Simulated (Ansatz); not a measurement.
# MoS2: the cost of one run

Method: DFT PBE+D3(BJ), scalar-relativistic, plane waves, PAW, in Ansatz 0.2.0.

The COD entry's cell or inner coordinates are ideal or old and differ from later refinements, so a difference from it is no clean test against experiment.

3 further runs of the same task are left out: 3 set aside as unsound or not needed.

## Step 1: The starting structure

The structure is trigonal, space group R-3m (No. 166). The conventional cell has a = 3.134 Å, b = 3.134 Å, c = 17.864 Å, α = 90.00°, β = 90.00°, γ = 120.00°. Around Mo (site symmetry -3m) lie 6 S at 2.42 Å. S (site symmetry 3m) is surrounded by 3 Mo at 2.42 Å.

As a file:

```cif
data_structure
_symmetry_space_group_name_H-M 'R-3m:H'
_symmetry_Int_Tables_number 166
_cell_length_a 3.1342
_cell_length_b 3.1342
_cell_length_c 17.8636
_cell_angle_alpha 90.000
_cell_angle_beta 90.000
_cell_angle_gamma 120.000
_cell_volume 151.97
loop_
_atom_site_label
_atom_site_type_symbol
_atom_site_symmetry_multiplicity
_atom_site_Wyckoff_symbol
_atom_site_fract_x
_atom_site_fract_y
_atom_site_fract_z
_atom_site_occupancy
Mo1 Mo 3 a 0.00000 0.00000 0.00000 1
S1 S 6 c 0.00000 0.00000 0.75638 1
```

It is the result of an earlier relaxation at this level (volume 16.89 Å³/atom; gap on the mesh: none (metal)).

## Step 2: Electronic structure at the relaxed geometry

File input.yaml:

```yaml
crystal:
  lattice:
    - [1.5671053532, 0.9047686975, 5.9545186242]
    - [-1.5671053532, 0.9047686975, 5.9545186242]
    - [0.0, -1.809537395, 5.9545186242]
  atoms:
    - { symbol: Mo, position: [0.0, 0.0, 0.0] }
    - { symbol: S, position: [0.756375626, 0.756375626, 0.756375626] }
    - { symbol: S, position: [0.243624374, 0.243624374, 0.243624374] }
basis:
  ecutwfc: 420
kpoints:
  mp_grid: { grid: [15, 15, 15] }
  band_path:
    path:
      - [[0.0, 0.0, 0.0], [0.5, 0.5, 0.5], [0.81794149, 0.18205851, 0.5]]
      - [[0.5, -0.18205851, 0.18205851], [0.5, 0.0, 0.0], [0.0, 0.0, 0.0], [0.34102925, -0.34102925, 0.0]]
      - [[0.65897075, 0.0, 0.34102925], [0.5, 0.0, 0.5], [0.0, 0.0, 0.0]]
    npoints: 14
hamiltonian:
  xc: pbe
  dispersion: d3bj
scf:
  occupations: { method: gaussian, width: 0.1 }
  n_extra_bands: 7
output:
  forces: true
  stress: true
  eigenvalues: true
  populations: true
  dos: { projected: true, de: 0.02, nscf_kmesh: { grid: [23, 23, 23] } }
  bader: true
  write_density: true
  write_potential: true
  elf: true
  volumetric_format: npy
```

On the command line:

```
$ ansatz run input.yaml --threads 1 --pin off --max-ram 2560MiB --backend cpu --events-out ev --progress --plain --runs-dir out
```

**Question.** How long does this run take on 1 thread of Intel Xeon Platinum 8259CL at 2.50GHz (Skylake/Cascade Lake), shared host, and how much memory does it need?

About 2.2 min, with a peak of 1 GiB.
